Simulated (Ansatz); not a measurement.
GaP: relaxation of cell and atoms with PBE+D3(BJ)

GaP:

```xyz
2
Lattice="0.0000 2.7252 2.7252 2.7252 0.0000 2.7252 2.7252 2.7252 0.0000" Properties=species:S:1:pos:R:3 pbc="T T T"
Ga    0.0000    0.0000    0.0000
P     4.0879    4.0879    4.0879
```

```
Program             : Ansatz 0.2.0
Task                : relaxation of cell and atoms
Functional          : PBE
Dispersion          : D3(BJ)
Potentials or basis : all-electron LAPW, scalar-relativistic
Basis error allowed : 0.001 eV/atom
k mesh              : 8 × 8 × 8
Occupations         : fermi-dirac, width 0.05 eV
Spin                : no spin polarisation
```

```yaml
Relaxed_volume: 20.18 Å³/atom
Relaxed_cell: a = 3.850 Å, b = 3.850 Å, c = 3.850 Å, α = 60.00°, β = 60.00°, γ = 60.00°
Space_group_after_relaxing_to_0.05_Å: F-43m (No. 216)
Energy_gained_by_relaxing: 0.0 meV/atom
Ionic_steps: 4
Pressure_after_relaxing: 0.0 GPa
Band_gap_on_the_k_mesh: 1.64 eV
```

Final structure:
```xyz
2
Lattice="0.0000 2.7227 2.7227 2.7227 0.0000 2.7227 2.7227 2.7227 0.0000" Properties=species:S:1:pos:R:3 pbc="T T T"
Ga    0.0000    0.0000    0.0000
P     4.0840    4.0840    4.0840
```

It took 23 s on 1 thread of Arm Neoverse V1 (shared host), peak memory 0.28 GiB.

A k mesh can miss the band edges.
